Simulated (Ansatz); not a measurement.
Si:

```xyz
2
Lattice="4.1209 0.0000 0.0000 -2.0605 3.5688 0.0000 0.0000 0.0000 2.6548" Properties=species:S:1:pos:R:3 pbc="T T T"
Si    0.0000    2.3792    1.3274
Si    2.0605    1.1896    1.3274
```

The cell was built by a generator and needn't be a form met in nature.

- Program: Ansatz 0.2.0
- Task: relaxation of cell and atoms
- Functional: PBE
- Dispersion: D3(BJ)
- Potentials or basis: Ansatz PAW
- Cutoff: 420 eV (not typed: the program's choice for these potentials)
- k mesh: 8 × 8 × 10
- Occupations: fermi-dirac, width 0.05 eV
- Spin: no spin polarisation

At the start: volume 19.52 Å³/atom.

Task: How do energy, volume and symmetry change on relaxing?

Result: It ends after 5 steps and the volume is 18.89 Å³/atom (-3.3 %); space group P6/mmm (No. 191, to 0.05 Å).

Step by step:
```csv
step,energy change (eV),largest force (eV/Å),volume (Å³)
1,0.0000,0.0000,39.04
2,-0.0104,0.0000,37.97
3,-0.0114,0.0000,37.78
4,-0.0114,0.0000,37.77
5,-0.0113,0.0000,37.77
```

Final structure:
```
CELL_PARAMETERS angstrom
4.08014 0.00000 0.00000
-2.04007 3.53350 0.00000
0.00000 0.00000 2.62013
ATOMIC_POSITIONS crystal
Si 0.33333 0.66667 0.50000
Si 0.66667 0.33333 0.50000
```

Caveat: the plane-wave basis is chosen anew once the cell has moved, so the energies of steps on either side of that aren't comparable; pairwise dispersion overbinds metals, which lowers pressure and volume.
